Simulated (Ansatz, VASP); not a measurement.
This is a calculation of H2Ir12O for VASP 6.6.1.

INCAR

```
PREC = Accurate
ENCUT = 520
EDIFF = 1E-6
ISMEAR = -1
SIGMA = 0.05
LREAL = Auto
LASPH = T
NELM = 80
ALGO = Normal
ISIF = 2
LWAVE = F
LCHARG = T
LDIPOL = T
IDIPOL = 3
DIPOL = 0.5 0.5 0.488
GGA = PE
LELF = T
LVHAR = T
LVACPOTAV = T
NBANDS = 71
LUSENCCL = F
```

KPOINTS

```
Automatic mesh
0
Gamma
  6 6 1
```

The input POSCAR:

```
H2Ir12O
1.0
    5.4297315514      0.0000000000      0.0000000000
   -2.7148657757      4.7022854592      0.0000000000
    0.0000000000      0.0000000000     23.0395572471
Ir O H
12 1 2
Direct
    0.3333333333      0.1666666667      0.3472288948
    0.3333333333      0.6666666667      0.3472288948
    0.8333333333      0.1666666667      0.3472288948
    0.8333333333      0.6666666667      0.3472288948
    0.6666666667      0.3333333333      0.4434407534
    0.6666666667      0.8333333333      0.4434407534
    0.1666666667      0.3333333333      0.4434407534
    0.1666666667      0.8333333333      0.4434407534
    0.0000000000      0.5000000000      0.5396526120
    0.0000000000      0.0000000000      0.5396526120
    0.5000000000      0.5000000000      0.5396526120
    0.5000000000      0.0000000000      0.5396526120
    0.1666666667      0.3333333333      0.6498977861
    0.0430191776      0.3681116308      0.6762090556
    0.2903141558      0.2985550359      0.6762090556
```

Potentials or basis: VASP PAW PBE potentials, release 64 (Ir, O, H).

Launch:

```bash
$ cat potpaw_PBE.64/Ir/POTCAR potpaw_PBE.64/O/POTCAR potpaw_PBE.64/H/POTCAR > POTCAR
$ mpirun -np 1 vasp_std > vasp.out
```

Problem. Translate it to Ansatz 0.2.0. Potentials there: Ansatz PAW.

Solution. As run (the cutoff follows the program's own potentials):

Contents of input.yaml:

```yaml
crystal:
  lattice:
    - [5.4297315514, 0.0, 0.0]
    - [-2.7148657757, 4.7022854592, 0.0]
    - [0.0, 0.0, 23.0395572471]
  atoms:
    - { symbol: Ir, position: [0.3333333333, 0.1666666667, 0.3472288948] }
    - { symbol: Ir, position: [0.3333333333, 0.6666666667, 0.3472288948] }
    - { symbol: Ir, position: [0.8333333333, 0.1666666667, 0.3472288948] }
    - { symbol: Ir, position: [0.8333333333, 0.6666666667, 0.3472288948] }
    - { symbol: Ir, position: [0.6666666667, 0.3333333333, 0.4434407534] }
    - { symbol: Ir, position: [0.6666666667, 0.8333333333, 0.4434407534] }
    - { symbol: Ir, position: [0.1666666667, 0.3333333333, 0.4434407534] }
    - { symbol: Ir, position: [0.1666666667, 0.8333333333, 0.4434407534] }
    - { symbol: Ir, position: [0.0, 0.5, 0.539652612] }
    - { symbol: Ir, position: [0.0, 0.0, 0.539652612] }
    - { symbol: Ir, position: [0.5, 0.5, 0.539652612] }
    - { symbol: Ir, position: [0.5, 0.0, 0.539652612] }
    - { symbol: O, position: [0.1666666667, 0.3333333333, 0.6498977861] }
    - { symbol: H, position: [0.0430191776, 0.3681116308, 0.6762090556] }
    - { symbol: H, position: [0.2903141558, 0.2985550359, 0.6762090556] }
hamiltonian:
  xc: pbe
  pseudopotentials: { kind: paw }
kpoints:
  mp_grid: { grid: [6, 6, 1] }
scf:
  occupations: { method: fermi_dirac, width: 0.05 }
output:
  forces: true
  eigenvalues: true
efield:
  axis: 3
  dipole_correction: true
  ramp_width: 0.04
```

Potentials or basis: Ansatz PAW.

Run with:

```console
$ ansatz run input.yaml --threads 4 --pin off --max-ram 11264MiB --backend cpu --events-out ev --progress --plain --runs-dir out
```

Both were run:

|  | VASP | Ansatz | Ansatz less VASP |
| --- | --- | --- | --- |
| gap on the k mesh at the Fermi level (eV) | none | none | - |
| rms of the force components (eV/Å) | 0.304 | 0.329 | +0.0248 |
| work function, face that differs most (eV) | 2.83 | 2.84 | +0.015 |

Atom by atom the forces differ by 0.029 eV/Å (rms over components). A gap of «none» marks a metal or a gap that the smearing closes. The two sets of potentials don't hold the same shells in valence.

The runs have no spin-orbit coupling, so splittings on Ir are missing.
